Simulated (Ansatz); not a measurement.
FePt (Tetraferroplatinum):

```xyz
2
Lattice="2.7235 0.0000 0.0000 0.0000 2.7235 0.0000 0.0000 0.0000 3.7200" Properties=species:S:1:pos:R:3 pbc="T T T"
Pt    1.3618    1.3618    1.8600
Fe    0.0000    0.0000    0.0000
```

Alike in all runs: program Ansatz 0.2.0; functional PBE; potentials or basis Ansatz PAW; cutoff 420 eV (not typed: the program's choice for these potentials); k mesh 8 × 8 × 6; occupations fermi-dirac, width 0.05 eV.

Q: Only the start or the spin constraint differs. Which run ends lowest in energy?
A. collinear spin, ferromagnetic start of up to 1.5 μB; fixed moment 1.5
B. collinear spin, program default start; fixed moment 0
C. collinear spin, ferromagnetic start of up to 3.8 μB; fixed moment 3.8
D. collinear spin, ferromagnetic start of up to 0.8 μB; fixed moment 0.8
E. collinear spin, ferromagnetic start of up to 2.2 μB; fixed moment 2.2
F. collinear spin, ferromagnetic start of up to 3 μB; fixed moment 3

A: F.

```tsv
start	free energy over the lowest (meV/atom)	net moment (μB)	site or absolute moments (μB)	gap
collinear spin, program default start; fixed moment 0	348.7	0.00	-	-
collinear spin, ferromagnetic start of up to 0.8 μB; fixed moment 0.8	317.1	0.80	Pt -0.01; Fe +0.84	-
collinear spin, ferromagnetic start of up to 4.5 μB; fixed moment 4.5	360.3	4.50	Pt +0.83; Fe +3.52	-
collinear spin, ferromagnetic start of up to 3.8 μB; fixed moment 3.8	41.8	3.80	Pt +0.56; Fe +3.24	-
collinear spin, ferromagnetic start of up to 6 μB; fixed moment 6	1962.9	6.00	Pt +1.43; Fe +4.04	-
collinear spin, ferromagnetic start of up to 3 μB; fixed moment 3	0.0	3.00	Pt +0.29; Fe +2.78	-
collinear spin, ferromagnetic start of up to 1.5 μB; fixed moment 1.5	243.5	1.50	Pt +0.01; Fe +1.55	-
collinear spin, ferromagnetic start of up to 2.2 μB; fixed moment 2.2	132.4	2.20	Pt +0.09; Fe +2.19	-
```

All polarised runs hold their moment fixed, so the table maps the energy against it. A still lower state may exist.

Caveats: the total moment is fixed, so each spin has its own Fermi level.
